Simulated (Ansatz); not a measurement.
The system is CuO (Tenorite).

```
Cu O
1.0
     2.34185   -1.71130    0.00000
     2.34185    1.71130    0.00000
    -0.85003    0.00000    5.05787
Cu O
2 2
Direct
  0.50000 0.00000 0.50000
  0.00000 0.50000 0.00000
  0.41840 0.58160 0.75000
  0.58160 0.41840 0.25000
```

Program: Ansatz 0.2.0. Alike in all runs: task band structure; no spin polarisation; cell as given; k mesh 10 × 10 × 5; smearing fermi-dirac 0.05 eV.

Task: Order these runs on this cell by their pressure, lowest first.
A. level LDA+U; potentials or basis Ansatz PAW; U Cu d U = 5.3 eV; cutoff (eV) 420; hubbard projectors ortho-atomic (the default); double counting fll (the default)
B. level PBE; potentials or basis Ansatz NC; cutoff (eV) 1252
C. level r2SCAN; potentials or basis Ansatz PAW; cutoff (eV) 500

Result: A (-6.9 GPa), C (-1.3 GPa), B (5.8 GPa).

Caveats: the run has no spin polarisation, though such a crystal can be magnetic; the PAW data sets come from PBE, with cores solved anew for the run's functional, which leaves a small shift of forces and pressure (some runs); U without spin polarisation on a metal has little footing (some runs).
